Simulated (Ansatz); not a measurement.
## Zr: one input, then a changed one

The cell is COD entry 9008523, as deposited and not checked against the literature; nothing was relaxed. The listed cell was then made from it by scaling, straining or moving an atom.

First run: DFT, PBE, PAW with Ansatz's default frozen-core files, scalar-relativistic (Ansatz 0.2.0).

Command: `ansatz run input.yaml --threads 1 --pin off --max-ram 2048MiB --backend cpu --events-out ev --progress --plain --runs-dir out` The run took 2.9 s on 1 thread of Intel(R) Xeon(R) 6975P-C (Granite Rapids), with other jobs on the host.

```yaml
crystal:
  lattice:
    - [3.1665818138, 0.0, 0.0]
    - [-1.5832909069, 2.7423402939, 0.0]
    - [0.0, 0.0, 5.0428235023]
  atoms:
    - { symbol: Zr, position: [0.3333333333, 0.6666666667, 0.25] }
    - { symbol: Zr, position: [0.6666666667, 0.3333333333, 0.75] }
kpoints:
  mp_grid: { grid: [13, 13, 7] }
scf:
  occupations: { method: fermi_dirac, width: 0.03 }
hamiltonian:
  xc: pbe
  pseudopotentials: { kind: paw }
output:
  forces: true
  stress: true
  eigenvalues: true
  efg: { contact_densities: true }
  write_density: true
  write_potential: true
  elf: true
  volumetric_format: npy
```

Result: converged; pressure 6.89 GPa; no gap on the k mesh; 6 SCF iterations.

A second input differs as follows:

```diff
@@ -11,7 +11,9 @@
 scf:
   occupations: { method: fermi_dirac, width: 0.03 }
+  max_iter: 80
 hamiltonian:
   xc: pbe
   pseudopotentials: { kind: paw }
+  hubbard: { sites: [{ species: Zr, l: f, u_eff: 30.0 }] }
 output:
   forces: true
@@ -19,7 +21,3 @@
   eigenvalues: true
   efg: { contact_densities: true }
-  write_density: true
-  write_potential: true
-  elf: true
-  volumetric_format: npy
```

Task: What is wrong with it, and what does the program do?

Result: The fault is a U on a shell that isn't there. The run refused before any iteration. The log ends:
```
Error: inconsistent input (hamiltonian.hubbard.sites[].l, hamiltonian.hubbard.sites[].shell): the file of Zr doesn't list 4f, and it can't be added: PBE doesn't bind the shell 4f of the free atom, whose level lies at +1.03 eV. Type an atom or ion with it (hamiltonian.pseudopotentials.projection_atoms), take another file or name another shell
```
